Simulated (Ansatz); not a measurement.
# WC: the cost of one run

Method: DFT PBE+D3(BJ), plane waves, PAW, scalar-relativistic, no spin polarisation, in Ansatz 0.2.0.

The COD cell was measured well above room temperature, so it is larger than a cold one.

1 further run of the same task is left out (for a broken database entry).

### Step 1. The starting structure

The cell holds 16 atoms (C8W8): a = 5.900 Å, b = 5.110 Å, c = 5.792 Å, α = 90.00°, β = 90.00°, γ = 90.00°.

As a file:

```xyz
16
Lattice="-2.9501 -5.1097 0.0000 4.4251 -2.5548 0.0000 0.0000 0.0000 5.7915" Properties=species:S:1:pos:R:3 pbc="T T T"
W     0.0000   -5.1097    0.0000
C     1.4750   -4.2581    1.4479
W     0.0000   -5.1097    2.8958
C     1.4750   -4.2581    4.3436
W    -1.4750   -2.5548    0.0000
C     0.0000   -1.7032    1.4479
W    -1.4750   -2.5548    2.8958
C     0.0000   -1.7032    4.3436
W     1.4750   -2.5548    0.0000
C     2.9501   -1.7032    1.4479
W     1.4750   -2.5548    2.8958
C     2.9501   -1.7032    4.3436
W     0.0000    0.0000    0.0000
C    -1.4750   -4.2581    1.4479
W     0.0000    0.0000    2.8958
C    -1.4750   -4.2581    4.3436
```

### Step 2. Run 1

200 steps of 0.75 fs under a Nosé-Hoover thermostat at 5600 K.

input.yaml reads:

```yaml
accuracy: low
crystal:
  lattice:
    - [-2.950081, -5.10969, 0.0]
    - [4.425122, -2.554845, 0.0]
    - [0.0, 0.0, 5.791504]
  atoms:
    - { symbol: W, position: [0.75, 0.5, 0.0] }
    - { symbol: C, position: [0.5, 0.6666667, 0.25] }
    - { symbol: W, position: [0.75, 0.5, 0.5] }
    - { symbol: C, position: [0.5, 0.6666667, 0.75] }
    - { symbol: W, position: [0.5, 0.0, 0.0] }
    - { symbol: C, position: [0.25, 0.1666667, 0.25] }
    - { symbol: W, position: [0.5, 0.0, 0.5] }
    - { symbol: C, position: [0.25, 0.1666667, 0.75] }
    - { symbol: W, position: [0.25, 0.5, 0.0] }
    - { symbol: C, position: [0.0, 0.6666667, 0.25] }
    - { symbol: W, position: [0.25, 0.5, 0.5] }
    - { symbol: C, position: [0.0, 0.6666667, 0.75] }
    - { symbol: W, position: [0.0, 0.0, 0.0] }
    - { symbol: C, position: [0.75, 0.1666667, 0.25] }
    - { symbol: W, position: [0.0, 0.0, 0.5] }
    - { symbol: C, position: [0.75, 0.1666667, 0.75] }
basis:
  ecutwfc: 420.0
kpoints:
  mp_grid: { grid: [2, 3, 3] }
hamiltonian:
  xc: pbe
  dispersion: d3bj
  pseudopotentials: { kind: paw, azcp: { folder: soft_1 } }
scf:
  occupations: { method: fermi_dirac, width: 0.24 }
  lower_state_search: "off"
  max_iter: 51
md:
  timestep: 0.75
  n_steps: 200
  ensemble: nvt_nose_hoover
  temperature: 5600.0
  initial_velocities: maxwell_boltzmann
  seed: 473768
  nose_hoover: { tau: 3.0, chain_length: 1 }
```

The run is started by

```console
$ ansatz run input.yaml --threads 2 --pin off --max-ram 5120MiB --backend cpu --events-out ev --progress --plain --runs-dir out
```

**Question.** How long does this run take on 2 threads of Arm Neoverse V2, shared host, and how much memory does it need?

About 15 min, with a peak of 0.69 GiB.
